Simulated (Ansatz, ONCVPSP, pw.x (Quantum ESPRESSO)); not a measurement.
From atom to crystal: ONCV potential for cobalt

```json
{"Element": "Co (Z = 27)", "Generator": "ONCVPSP 4.0.1.1 (patched build)", "Type": "optimised norm-conserving Vanderbilt (ONCV)", "Functional": "PBE", "Relativity": "scalar-relativistic", "Frozen core": "[Ne]", "Valence charge": "17", "Reference configuration": "3s2 3p6 3d7 4s2", "Partial waves": "3s+4s: rc 1.10 bohr, ncon 4, nbas 9, qcut 12.6 1/bohr, 2 projectors; 3p: rc 1.20 bohr, ncon 3, nbas 6, qcut 9.1 1/bohr, 2 projectors, debl 3.2 Ha; 3d: rc 1.50 bohr, ncon 3, nbas 8, qcut 10.9 1/bohr, 1 projector", "Local potential": "polynomial inside 0.85 bohr (lpopt 3, dvloc0 4 Ha)", "Core correction": "Teter function, fcfact 4.5, rcfact 1.24"}
```

Atomic tests: cutoffs needed: 52 Ha and 61 Ha (the cutoffs (Ha) at which the residual kinetic energy of the hardest occupied pseudo-wave falls to 1 and 0.1 mHa per electron); ghost test: no bound ghost flagged; no localised positive-energy state flagged; largest excitation error: -205 meV (all-electron minus pseudo) for 3s2 3p5 3d7 4s2, out of 4 test configurations.

Crystal test: bcc Co in pw.x 7.5, no spin, 17³ k-points, Fermi–Dirac smearing 0.01 Ry, cutoffs 145/580 Ry. The reference is all-electron LAPW (Ansatz 0.2.0) with the same functional, mesh and smearing; V0 and B0 come from Birch–Murnaghan fits to the pressures at five volumes. Errors are pseudo minus all-electron; Δ is the rms difference of the E(V) curves that follow from these fits, minima aligned, over ±6 % about the mean V0. Mesh and smearing are coarse, so the numbers serve the comparison and aren't converged zero-temperature values; the lattice is a test structure that the element need not adopt. Spin polarisation and strong correlation are left out, which matters for this element.

All-electron: a0 = 2.768 Å (V0 = 10.61 Å³/atom), B0 = 232.6 GPa.

How far does the potential miss the all-electron equation of state?

mean pressure error (GPa): +1.28; a0 (Å): 2.773; a0 error (%): +0.18; B0 error (%): -0.8; Δ (meV/atom): 2.9.

| V (Å³/atom) | P all-electron (GPa) | P pseudo (GPa) |
| --- | --- | --- |
| 10.087 | 13.21 | 14.72 |
| 10.353 | 6.01 | 7.40 |
| 10.618 | -0.22 | 1.04 |
| 10.883 | -5.61 | -4.44 |
| 11.149 | -10.27 | -9.19 |

At the middle volume, how do free energy and pressure move when the wave cutoff is lowered (ecutrho kept at four times it)?

| cutoff (Ry) | shift of F (meV/atom) | shift of P (GPa) |
| --- | --- | --- |
| 65 | +8799.1 | -647.64 |
| 87 | +594.4 | -66.45 |
| 116 | +15.9 | -2.25 |

The run at the middle volume (165 k-points, 7 iterations) took about 1.8 min on one core of a shared host (Neoverse-N1, 64 threads, 124 GiB, load 55).
